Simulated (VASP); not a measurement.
# MnO (F-43m) in VASP: further runs

One crystal, MnO, is run at these levels: r2SCAN, PBE; tasks: single point.

All numbers are computed with VASP 6.6.1; they aren't measurements. Logs are shortened: lines on timing, memory, paths and dates and some standing lists are left out, and cuts for length are marked.

## (1) The crystal as given

It takes space group F-43m (No. 216, cubic). Conventional cell: a = 4.801 Å, b = 4.801 Å, c = 4.801 Å, α = 90.00°, β = 90.00°, γ = 90.00°. Mn (site symmetry -43m) is surrounded by 4 O at 2.08 Å. O (site symmetry -43m) is surrounded by 4 Mn at 2.08 Å.

Measurements of this composition are mostly on another form, of space group No. 225.

## (2) Single point, r2SCAN, collinear spin, typed start

The input, POSCAR:

```
MnO
1.0
    0.0000000000      2.4003548699      2.4003548699
    2.4003548699      0.0000000000      2.4003548699
    2.4003548699      2.4003548699      0.0000000000
Mn O
1 1
Direct
    0.0000000000      0.0000000000      0.0000000000
    0.2500000000      0.2500000000      0.2500000000
```

The input, INCAR.step1:

```
ALGO = Normal
EDIFF = 1E-4
ENCUT = 520
GGA = PE
ISMEAR = 0
ISPIN = 2
LASPH = T
LCHARG = F
LMAXMIX = 4
LREAL = F
LWAVE = T
MAGMOM = 5 0
NBANDS = 20
NELM = 150
PREC = Accurate
SIGMA = 0.05
```

The input, INCAR.step2:

```
ALGO = Normal
EDIFF = 1E-6
ENCUT = 520
ISIF = 2
ISMEAR = 0
ISPIN = 2
ISTART = 1
LASPH = T
LCHARG = T
LELF = T
LMAXMIX = 4
LMIXTAU = T
LORBIT = 11
LREAL = F
LVHAR = T
LWAVE = F
MAGMOM = 5 0
METAGGA = R2SCAN
NBANDS = 20
NELM = 150
PREC = Accurate
SIGMA = 0.05
```

The input, KPOINTS:

```
k-points
0
Gamma
  12 12 12
```

Potentials or basis: VASP PAW PBE potentials, release 64 (Mn_pv, O).

On the command line:

```bash
$ cat potpaw_PBE.64/Mn_pv/POTCAR potpaw_PBE.64/O/POTCAR > POTCAR
$ cp INCAR.step1 INCAR
$ mpirun -np 1 vasp_std > vasp.out
$ cp INCAR.step2 INCAR
$ mpirun -np 1 vasp_std > vasp.out
```

OUTCAR:

```text
EDIFF = 1E-6
   ENCUT = 520
   ISIF = 2
   ISMEAR = 0
   ISPIN = 2
   ISTART = 1
   LASPH = T
   LORBIT = 11
   LREAL = F
   METAGGA = R2SCAN
   NELM = 150
   PREC = Accurate

 ion  position               nearest neighbor table
   1  0.000  0.000  0.000-   2 2.08   2 2.08   2 2.08   2 2.08
   2  0.250  0.250  0.250-   1 2.08   1 2.08   1 2.08   1 2.08

  LATTYP: Found a face centered cubic cell.
 ALAT       =     4.8007097398

  Lattice vectors:

 A1 = (   0.0000000000,   2.4003548699,   2.4003548699)
 A2 = (   2.4003548699,   0.0000000000,   2.4003548699)
 A3 = (   2.4003548699,   2.4003548699,   0.0000000000)

Analysis of symmetry for initial positions (statically):
=====================================================================
 Subroutine PRICEL returns:
 Original cell was already a primitive cell.

 Routine SETGRP: Setting up the symmetry group for a
 face centered cubic supercell.

 Subroutine GETGRP returns: Found 24 space group operations
 (whereof 24 operations were pure point group operations)
 out of a pool of 48 trial point group operations.

The static configuration has the point symmetry T_d .

Analysis of symmetry for dynamics (positions and initial velocities):
=====================================================================
 Subroutine PRICEL returns:
 Original cell was already a primitive cell.

 Routine SETGRP: Setting up the symmetry group for a
 face centered cubic supercell.

 Subroutine GETGRP returns: Found 24 space group operations
 (whereof 24 operations were pure point group operations)
 out of a pool of 48 trial point group operations.

The dynamic configuration has the point symmetry T_d .

Analysis of structural, dynamic, and magnetic symmetry:
=====================================================================
 Subroutine PRICEL returns:
 Original cell was already a primitive cell.

 Routine SETGRP: Setting up the symmetry group for a
 face centered cubic supercell.

 Subroutine GETGRP returns: Found 24 space group operations
 (whereof 24 operations were pure point group operations)
 out of a pool of 48 trial point group operations.

The overall configuration has the point symmetry T_d .

 Subroutine INISYM returns: Found 24 space group operations
 (whereof 24 operations are pure point group operations),
 and found     1 'primitive' translations

----------------------------------------------------------------------------------------

                                     Primitive cell

  volume of cell :      27.6603

  direct lattice vectors                    reciprocal lattice vectors
     0.000000000  2.400354870  2.400354870    -0.208302533  0.208302533  0.208302533
     2.400354870  0.000000000  2.400354870     0.208302533 -0.208302533  0.208302533
     2.400354870  2.400354870  0.000000000     0.208302533  0.208302533 -0.208302533

  length of vectors
     3.394614412  3.394614412  3.394614412     0.360790571  0.360790571  0.360790571

  position of ions in fractional coordinates (direct lattice)
     0.000000000  0.000000000  0.000000000
     0.250000000  0.250000000  0.250000000

  ion indices of the primitive-cell ions
   primitive index   ion index
                 1           1
                 2           2

----------------------------------------------------------------------------------------

 KPOINTS: k-points

Automatic generation of k-mesh.
 Grid dimensions read from file:
 generate k-points for:   12   12   12

 Generating k-lattice:

  Cartesian coordinates                     Fractional coordinates (reciprocal lattice)
    -0.017358544  0.017358544  0.017358544     0.083333333  0.000000000  0.000000000
     0.017358544 -0.017358544  0.017358544     0.000000000  0.083333333  0.000000000
     0.017358544  0.017358544 -0.017358544     0.000000000  0.000000000  0.083333333

  Length of vectors
     0.030065881  0.030065881  0.030065881

  Shift w.r.t. Gamma in fractional coordinates (k-lattice)
     0.000000000  0.000000000  0.000000000

 Subroutine IBZKPT returns following result:
 ===========================================

 Found     72 irreducible k-points:

 Following reciprocal coordinates:
            Coordinates               Weight
  0.000000  0.000000  0.000000      1.000000
  0.083333  0.000000  0.000000      8.000000
  0.166667  0.000000  0.000000      8.000000
  0.250000  0.000000  0.000000      8.000000
  0.333333  0.000000  0.000000      8.000000
  0.416667  0.000000  0.000000      8.000000
[... 16 lines left out ...]
  0.500000  0.166667  0.000000     24.000000
 -0.416667  0.166667  0.000000     24.000000
 [... further k-points ...]
   k-points           NKPTS =     72   k-points in BZ     NKDIM =     72   number of bands    NBANDS=     20
   number of dos      NEDOS =    301   number of ions     NIONS =      2
   total plane-waves  NPLWV =  21952
   dimension x,y,z NGX =    28 NGY =   28 NGZ =   28
   dimension x,y,z NGXF=    56 NGYF=   56 NGZF=   56
   ions per type =               1   1
   NGX,Y,Z   is equivalent  to a cutoff of  13.71, 13.71, 13.71 a.u.
   NGXF,Y,Z  is equivalent  to a cutoff of  27.43, 27.43, 27.43 a.u.
 SYSTEM =  unknown system
   PREC   = accura    normal or accurate (medium, high low for compatibility)
   ISTART =      1    job   : 0-new  1-cont  2-samecut
   ICHARG =      0    charge: 1-file 2-atom 10-const
   ISPIN  =      2    spin polarized calculation?
   LNONCOLLINEAR =      F non collinear calculations
   LSORBIT =      F    spin-orbit coupling
   LASPH  =      T    aspherical Exc in radial PAW
   ENCUT  =  520.0 eV  38.22 Ry    6.18 a.u.   6.31  6.31  6.31*2*pi/ulx,y,z
   NELM   =    150;   NELMIN=  2; NELMDL=  0     # of ELM steps
   EDIFF  = 0.1E-05   stopping-criterion for ELM
   LREAL  =      F    real-space projection
   EDIFFG = 0.1E-04   stopping-criterion for IOM
   NSW    =      0    number of steps for IOM
   IBRION =     -1    ionic relax: 0-MD 1-quasi-New 2-CG
   NFREE  =      0    steps in history (QN), initial steepest desc. (CG)
   ISIF   =      2    stress and relaxation
   ISYM   =      2    0-nonsym 1-usesym 2-fastsym
   POTIM  = 0.5000    time-step for ionic-motion
   TEBEG  =    0.0;   TEEND  =   0.0 temperature during run
   PSTRESS=    0.0 pullay stress
   NELECT =      19.0000    total number of electrons
   NUPDOWN=      -1.0000    fix difference up-down
   EMIN   =  10.00;   EMAX   =-10.00  energy-range for DOS
   EFERMI =   0.00;   METHOD = LEGACY
   ISMEAR =     0;   SIGMA  =   0.05  broadening in eV -4-tet -1-fermi 0-gaus
   EFERMI_NEDOS =   21; number of points for ismear=-14 and -15
   IALGO  =     38    algorithm
   IMIX   =      4    mixing-type and parameters
     AMIX     =   0.40;   BMIX     =  1.00
     AMIX_MAG =   1.60;   BMIX_MAG =  1.00
  volume/ion in A,a.u.               =      13.83        93.33
  Fermi-wavevector in a.u.,A,eV,Ry     =   1.444466  2.729644 28.388301  2.086481
  Thomas-Fermi vector in A             =   2.562758
   LORBIT       =     11    0 simple, 1 ext, 2 COOP (PROOUT), +10 PAW based schemes
   METAGGA = R2SCAN    functional components
   LHFCALC =     F    Hartree Fock is set to
   AEXX    =    0.0000 exact exchange contribution
   IVDW    =     0    specifies the selected vdW correction
   LEPSILON=     F    determine dielectric tensor
   LRPA    =     F    only Hartree local field effects (RPA)
 spin polarized calculation
 Gauss-broadening in eV      SIGMA  =   0.05
  energy-cutoff  :      520.00
  volume of cell :       27.66
 maximum number of plane-waves:       757
 NGX is ok and might be reduce to    28
   NGX = 13   NGY = 13   NGZ = 13

 number of electron      19.0000006 magnetization       5.0000002

 Free energy of the ion-electron system (eV)
  ---------------------------------------------------
  ext. energy  EPLUGINS =         0.00000000
  ---------------------------------------------------
  free energy    TOTEN  =       -24.38223843 eV

  energy without entropy =      -24.38210505  energy(sigma->0) =      -24.38217174

 E-fermi :   4.9451     XC(G=0): -10.9909

 val. band max:        4.9356303418   @ k =   0.0000   0.0000   0.0000
 cond. band min:       4.9729862337   @ k =   0.0833   0.0000   0.0000
 fundamental gap:      0.0373558918
 Fermi energy:         4.9450819743

 spin component 1

 k-point     1 :       0.0000    0.0000    0.0000
  band No.  band energies     occupation
      1     -47.5366      1.00000
      2     -47.5366      1.00000
      3     -47.5365      1.00000
      4     -15.5219      1.00000
      5      -1.1158      1.00000
      6      -1.1158      1.00000
[... 12 lines left out ...]
     19      22.7735      0.00000
     20      22.7735      0.00000

 k-point     2 :       0.0833    0.0000    0.0000
  band No.  band energies     occupation
      1     -47.5384      1.00000
      2     -47.5369      1.00000
      3     -47.5367      1.00000
      4     -15.4946      1.00000
      5      -1.2121      1.00000
      6      -1.0896      1.00000
[... 12 lines left out ...]
     19      22.4322      0.00000
     20      24.3656      0.00000
[... 465 lines left out ...]
      3     -47.5420      1.00000
      4     -15.0786      1.00000
      5      -1.5686      1.00000
      6      -0.8456      1.00000
[... 12 lines left out ...]
     19      25.0121      0.00000
     20      27.6401      0.00000

 k-point    24 :      -0.4167    0.1667    0.0000
  band No.  band energies     occupation
      1     -47.5608      1.00000
      2     -47.5453      1.00000
      3     -47.5415      1.00000
      4     -15.0717      1.00000
      5      -1.4895      1.00000
      6      -0.9068      1.00000
[... 12 lines left out ...]
     19      24.3481      0.00000
     20      27.9639      0.00000

 [... further k-points ...]

 spin component 2

 k-point     1 :       0.0000    0.0000    0.0000
  band No.  band energies     occupation
      1     -41.2400      1.00000
      2     -41.2400      1.00000
      3     -41.2398      1.00000
      4     -15.0707      1.00000
      5       0.4732      1.00000
      6       0.4733      1.00000
[... 12 lines left out ...]
     19      24.5764      0.00000
     20      24.5764      0.00000

 k-point     2 :       0.0833    0.0000    0.0000
  band No.  band energies     occupation
      1     -41.2427      1.00000
      2     -41.2404      1.00000
      3     -41.2402      1.00000
      4     -15.0424      1.00000
      5       0.3131      1.00000
      6       0.4857      1.00000
[... 12 lines left out ...]
     19      24.2016      0.00000
     20      25.7842      0.00000
[... 465 lines left out ...]
      3     -41.2481      1.00000
      4     -14.6082      1.00000
      5      -0.7539      1.00000
      6       0.3916      1.00000
[... 12 lines left out ...]
     19      26.7629      0.00000
     20      28.8173      0.00000

 k-point    24 :      -0.4167    0.1667    0.0000
  band No.  band energies     occupation
      1     -41.2779      1.00000
      2     -41.2530      1.00000
      3     -41.2474      1.00000
      4     -14.6010      1.00000
      5      -0.7340      1.00000
      6       0.3378      1.00000
[... 12 lines left out ...]
     19      26.0689      0.00000
     20      28.9566      0.00000

 [... further k-points ...]

------------------------ aborting loop because EDIFF is reached ----------------------------------------

  FORCE on cell =-STRESS in cart. coord.  units (eV):
  Direction    XX          YY          ZZ          XY          YZ          ZX
  --------------------------------------------------------------------------------------
  -------------------------------------------------------------------------------------
  Total       -0.3380639     -0.3380639     -0.3380639     -0.0000000     -0.0000000     -0.0000000
  in kB      -19.5818199    -19.5818199    -19.5818199     -0.0000000     -0.0000000     -0.0000000
  external PRESSURE =     -19.5818199 kB  Pullay stress =       0.0000000 kB

 VOLUME and BASIS-vectors are now :
 -----------------------------------------------------------------------------
  energy-cutoff  :      520.00
  volume of cell :       27.66
      direct lattice vectors                 reciprocal lattice vectors
     0.000000000  2.400354870  2.400354870    -0.208302533  0.208302533  0.208302533
     2.400354870  0.000000000  2.400354870     0.208302533 -0.208302533  0.208302533
     2.400354870  2.400354870  0.000000000     0.208302533  0.208302533 -0.208302533

 POSITION                                       TOTAL-FORCE (eV/Angst)
 -----------------------------------------------------------------------------------
      0.00000      0.00000      0.00000         0.000000      0.000000      0.000000
      1.20018      1.20018      1.20018        -0.000000     -0.000000     -0.000000
 -----------------------------------------------------------------------------------
    total drift:                                0.000003      0.000003      0.000003

  FREE ENERGIE OF THE ION-ELECTRON SYSTEM (eV)
  ---------------------------------------------------
  free  energy   TOTEN  =       -24.3822384295 eV

  energy  without entropy=      -24.3821050495  energy(sigma->0) =      -24.38217174

 total charge

# of ion       s       p       d       tot
------------------------------------------
    1        0.237   6.205   4.928  11.370
    2        1.555   3.476   0.000   5.031
--------------------------------------------------
tot          1.792   9.681   4.928  16.401

 magnetization (x)

# of ion       s       p       d       tot
------------------------------------------
    1        0.031   0.053   4.412   4.496
    2        0.020   0.158   0.000   0.178
--------------------------------------------------
tot          0.051   0.211   4.412   4.674
```

Run time: 6 min. Hardware: 1 thread of AMD EPYC 7R13 (Zen 3), shared host; peak memory 0.19 GiB.

What came out:

- Free energy: -24.3822 eV
- Pressure: -2.0 GPa
- Band gap on the k mesh: none (metal or under the smearing width)
- Net moment: 5.00 μB per cell
- Site moments: Mn +4.50; O +0.18 μB
- Valence electrons inside the program's atomic spheres: Mn 11.37; O 5.03

Caveat: the PAW data sets were made with another functional, which shifts forces and pressure a little; a cell with one magnetic atom can't hold antiferromagnetic order, which such compounds often take; semilocal functionals often make such compounds metallic where correlation or magnetic order opens a gap, which also shifts bond lengths.

## (3) Single point, PBE, collinear spin, typed start

This run uses another cell than the first one, of 14.18 Å³/atom, 1.025 times its volume.

The input, INCAR:

```
SYSTEM = MnO
  PREC = Accurate
  ENCUT = 520
  EDIFF = 1E-6
  ISMEAR = 0
  SIGMA = 0.05
  LREAL = .FALSE.
  LASPH = .TRUE.
  NELM = 150
  ALGO = Normal
  ISIF = 2
  LWAVE = .FALSE.
  LCHARG = .FALSE.
  ISPIN = 2
  MAGMOM = 5 0
  LORBIT = 11
  LMAXMIX = 4
  GGA = PE
  NBANDS = 20
```

The input, KPOINTS:

```
regular mesh
0
G
  8 8 8
  0 0 0
```

The input, POSCAR:

```
MnO
1.0
    0.0000000000      2.4204832686      2.4204832686
    2.4204832686      0.0000000000      2.4204832686
    2.4204832686      2.4204832686      0.0000000000
Mn O
1 1
Direct
    0.0000000000      0.0000000000      0.0000000000
    0.2500000000      0.2500000000      0.2500000000
```

Potentials or basis: VASP PAW PBE potentials, release 64 (Mn_pv, O).

On the command line:

```bash
$ cat potpaw_PBE.64/Mn_pv/POTCAR potpaw_PBE.64/O/POTCAR > POTCAR
$ mpirun -np 1 vasp_std > vasp.out
```

Run time: 28 s. Hardware: 1 thread of Intel Xeon Platinum 8488C (Sapphire Rapids), shared host; peak memory 0.17 GiB.

Results (log left out):

```
Free energy                                           : -16.4096 eV
Pressure                                              : -2.4 GPa
Band gap on the k mesh                                : none (metal or under the smearing width)
Net moment                                            : 5.00 μB per cell
Site moments                                          : Mn +4.43; O +0.19 μB
Valence electrons inside the program's atomic spheres : Mn 11.35; O 4.98
```

Levels at points of the mesh, in eV from the Fermi level:
Spin up:
```
           k point  band 9  band 10  band 11  band 12  band 13  band 14  band 15  band 16
(0.00, 0.00, 0.00)   -2.71    -1.39     0.02     0.02     0.02    11.87    11.87    11.87
(0.50, 0.00, 0.00)   -2.55    -2.46    -0.78    -0.78     3.83     5.12    11.37    11.37
(0.50, 0.50, 0.00)   -2.42    -2.02    -1.74    -1.74     3.72     7.62     9.29    11.47
```
Spin down:
```tsv
k point	band 5	band 6	band 7	band 8	band 9	band 10
(0.00, 0.00, 0.00)	-4.44	-4.44	-4.44	0.02	1.61	1.61
(0.50, 0.00, 0.00)	-5.74	-4.27	-4.27	1.45	1.76	1.76
(0.50, 0.50, 0.00)	-5.75	-4.18	-4.18	0.36	1.68	2.07
```

Caveat: a cell with one magnetic atom can't hold antiferromagnetic order, which such compounds often take; semilocal functionals often make such compounds metallic where correlation or magnetic order opens a gap, which also shifts bond lengths. With open d or f shells a metallic result of PBE can be an artefact of self-interaction; +U or a hybrid may open a gap.
